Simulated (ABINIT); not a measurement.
Write the native input for ABINIT 10.8.3 (patched build) that does the following.

| Property | Result |
| --- | --- |
| Task | single point |
| Functional | PBE |
| Potentials or basis | JTH PAW PBE v2.0 |
| Cutoff | 626 eV |
| k mesh | 7 × 7 × 4 |
| Occupations | fermi-dirac, width 0.05 eV |
| Spin | no spin polarisation |
| Fine-grid cutoff | 1224.51 eV |

The structure of BaTiO3 lies in POSCAR:

```
BaTiO3
1.0
   -3.9998000000      0.0000000000      0.0000000000
    0.0000000000      0.0000000000     -4.0180000000
    0.0000000000     -7.9996000000      0.0000000000
Ba Ti O
2 2 6
Direct
    0.0014435500      0.0230418600      0.5075926300  Ba
    0.9985564500      0.9769581400      0.9924073700  Ba
    0.4803298900      0.5631888500      0.2357999500  Ti
    0.5196701100      0.4728111500      0.7642000500  Ti
    0.4938005300      0.9659728700      0.2581500200  O
    0.5061994700      0.0020271300      0.7418499800  O
    0.5076103700      0.4993320300      0.5074435600  O
    0.4923896300      0.4706679700      0.9925564400  O
    0.0152243000      0.4884056200      0.2711337500  O
    0.9847757000      0.4815943800      0.7288662500  O
```

One way to write it, as run:

run.abi

```
# Pseudopotentials
pp_dirpath "./"
pseudos "Ba.GGA_PBE-JTH.xml, Ti.GGA_PBE-JTH.xml, O.GGA_PBE-JTH.xml"

# Structure
structure "poscar:POSCAR"
natom 10
chkprim 0
chksymtnons 0
tolsym 1.0e-6

# Plane-wave basis
ecut 23.0
pawecutdg 45.0
pawxcdev 0
pawovlp 30

# k points
kptopt 1
ngkpt 7 7 4
nshiftk 1
shiftk 0.0 0.0 0.0

# Exchange and correlation
ixc 11

# Bands and occupations
nband 48
occopt 3
tsmear 0.00183747

# SCF cycle
nstep 100
tolvrs 1.0e-9

# Output
iomode 3
prtwf 0
prteig 0
prtebands 0
enunit 2
prtden 1
prtvha 1
prtvclmb 1
prtpot 1
```

Potentials or basis: JTH PAW PBE v2.0.

The run is started by

```console
$ mpirun --bind-to none -np 4 abinit run.abi > log 2>&1
```

It gave:

The pressure is 11.4 GPa and the largest force is 6.876 eV/Å. The band gap on the k mesh is 1.36 eV, indirect (least direct gap 1.53 eV).

Caveat: this set's barium file shifts pressures by 1.5 GPa and gaps by 0.1 eV against other sets; the atomic spheres overlap; spin-orbit coupling is left out, which moves the levels of the heavy elements; an odd mesh through Γ misses points on the zone boundary, where band edges often lie; forces of over 1 eV/Å show positions far from the minimum, so gaps and moduli don't describe the material at rest.

Run time: 8.1 min on 4 MPI ranks on Arm Neoverse V1 (shared host), peak memory 1.1 GiB a rank.
